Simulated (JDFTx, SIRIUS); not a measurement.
# One calculation of PbS, 3 ways

```
CELL_PARAMETERS angstrom
0.00000 2.96575 2.96575
2.96575 0.00000 2.96575
2.96575 2.96575 0.00000
ATOMIC_POSITIONS crystal
Pb 0.00000 0.00000 0.00000
S 0.50000 0.50000 0.50000
```

Alike in all runs: task single point; functional LDA; k mesh 8 × 8 × 8; occupations fermi-dirac, width 0.05 eV; no spin polarisation; no spin-orbit coupling. LDA stands for any of its common fits. Pressure is positive in compression and, in plane waves, holds the error of the finite cutoff.

| program and potentials | plane-wave cutoff (eV) | notes | band gap (eV) | pressure (GPa) |
| --- | --- | --- | --- | --- |
| JDFTx, PseudoDojo-SR-LDA-0.4.1-standard | 762 | - | 0.24 | -2.60 |
| JDFTx, PseudoDojo-SR-LDA-0.4.1-standard with smoothed tails | 762 | - | 0.24 | -2.59 |
| SIRIUS, PseudoDojo 0.4.1 PBE standard (scalar relativistic) | 765 | potentials made for PBE | 0.21 | -2.31 |

The band gap spans 0.21 (SIRIUS, PseudoDojo 0.4.1 PBE standard (scalar relativistic)) to 0.24 eV (JDFTx, PseudoDojo-SR-LDA-0.4.1-standard). The pressure spans -2.60 (JDFTx, PseudoDojo-SR-LDA-0.4.1-standard) to -2.31 GPa (SIRIUS, PseudoDojo 0.4.1 PBE standard (scalar relativistic)). Spin-orbit coupling, left out here, moves the band edges of heavy atoms.

The functional is the same throughout but for its coding, so the spread measures potentials, basis and numerics; runs on potential files found faulty are left out.
